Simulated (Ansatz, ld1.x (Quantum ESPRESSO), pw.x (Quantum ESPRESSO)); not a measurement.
# From atom to crystal: TM potential for Zr (Z = 40)

* Element: zirconium (Zr)
* Generator: ld1.x (Quantum ESPRESSO) 7.5
* Type: norm-conserving Troullier–Martins (Kleinman–Bylander form)
* Functional: PBE
* Relativity: scalar-relativistic
* Frozen core: [Kr]
* Valence charge: 4
* Reference configuration: 4d2 5s2 5p0
* Partial waves: 5p (bound, empty): rc 4.20 bohr; 4d (bound): rc 2.20 bohr; 5s (bound): rc 3.40 bohr
* Local potential: the s channel
* Core correction: a·sin(br)/r model core inside 2.25 bohr

Atomic tests: cutoffs needed: 30 Ry and 35 Ry (the cutoffs (Ry, on a coarse ladder) from which the occupation-weighted sum of valence levels, in a spherical-Bessel basis at the reference potential, stays within 10 and 1 mRy of its value at 400 Ry); ghost test: no extra level below or beside the all-electron valence levels (p, d, s, f tested) (spherical-Bessel basis up to 400 Ry, 20 bohr box); largest excitation error: -259 meV (all-electron minus pseudo) for 4d1 5s0 5p0, out of 7 test configurations.

Crystal test: fcc Zr in pw.x 7.5, no spin, 13³ k-points, Fermi–Dirac smearing 0.01 Ry, cutoffs 50/200 Ry. The reference is all-electron LAPW (Ansatz 0.2.0) with the same functional, mesh and smearing; V0 and B0 come from Birch–Murnaghan fits to the pressures at five volumes. Errors are pseudo minus all-electron; Δ is the rms difference of the E(V) curves that follow from these fits, minima aligned, over ±6 % about the mean V0. Mesh and smearing are coarse, so the numbers serve the comparison and aren't converged zero-temperature values; the lattice is a test structure that the element need not adopt.

All-electron: a0 = 4.534 Å (V0 = 23.31 Å³/atom), B0 = 89.0 GPa.

Q: How far does the potential miss the all-electron equation of state?

A: mean pressure error (GPa): +4.51; a0 (Å): 4.600; a0 error (%): +1.45; B0 error (%): +5.4; Δ (meV/atom): 20.8. The largest radius (4.20 bohr) exceeds half the bond length (3.03 bohr), so the spheres overlap, which is one possible source of error among others. This is a poor potential for the solid.

| V (Å³/atom) | P all-electron (GPa) | P pseudo (GPa) |
| --- | --- | --- |
| 22.068 | 5.32 | 10.89 |
| 22.648 | 2.68 | 7.66 |
| 23.229 | 0.31 | 4.76 |
| 23.810 | -1.83 | 2.15 |
| 24.390 | -3.75 | -0.19 |

Q: At the middle volume, how do free energy and pressure move when the wave cutoff is lowered (ecutrho kept at four times it)?

A:

```json
{"cutoff (Ry)": "22", "shift of F (meV/atom)": "+345.1", "shift of P (GPa)": "-9.79"}
{"cutoff (Ry)": "30", "shift of F (meV/atom)": "+25.0", "shift of P (GPa)": "-1.22"}
{"cutoff (Ry)": "40", "shift of F (meV/atom)": "+0.8", "shift of P (GPa)": "+0.01"}
```

The run at the middle volume (84 k-points, 8 iterations) took about 9.5 s on one core of a shared host (Neoverse-V1, 32 threads, 247 GiB, load 18).
